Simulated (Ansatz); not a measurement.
CdF2:

```
CELL_PARAMETERS angstrom
0.00000 2.69400 2.69400
2.69400 0.00000 2.69400
2.69400 2.69400 0.00000
ATOMIC_POSITIONS crystal
Cd 0.00000 0.00000 0.00000
F 0.75000 0.75000 0.75000
F 0.25000 0.25000 0.25000
```

* Program: Ansatz 0.2.0
* Task: relaxation of cell and atoms
* Functional: PBE
* Potentials or basis: Ansatz PAW
* Cutoff: 420 eV (not typed: the program's choice for these potentials)
* k mesh: 9 × 9 × 9
* Occupations: fermi-dirac, width 0.05 eV
* Spin: no spin polarisation

At the start: volume 13.03 Å³/atom.

Task: How do energy, volume and symmetry change on relaxing?

Result: It ends after 8 steps and the volume is 13.72 Å³/atom (+5.3 %); space group Fm-3m (No. 225, to 0.05 Å).

Step by step:
```tsv
step	energy change (eV)	largest force (eV/Å)	volume (Å³)
1	0.0000	0.0000	39.10
2	-0.0232	0.0000	40.96
3	-0.0232	0.0000	40.98
4	-0.0331	0.0000	40.98
5	-0.0327	0.0000	41.15
6	-0.0334	0.0000	41.15
7	-0.0333	0.0000	41.17
8	-0.0336	0.0000	41.17
```

Final structure:
```
Cd F
1.0
     0.00000    2.74073    2.74073
     2.74073    0.00000    2.74073
     2.74073    2.74073    0.00000
Cd F
1 2
Direct
  0.00000 0.00000 0.00000
  0.75000 0.75000 0.75000
  0.25000 0.25000 0.25000
```

Caveat: the plane-wave basis is chosen anew once the cell has moved, so the energies of steps on either side of that aren't comparable; the pressure holds a Pulay correction of +0.6 GPa for the finite cutoff.
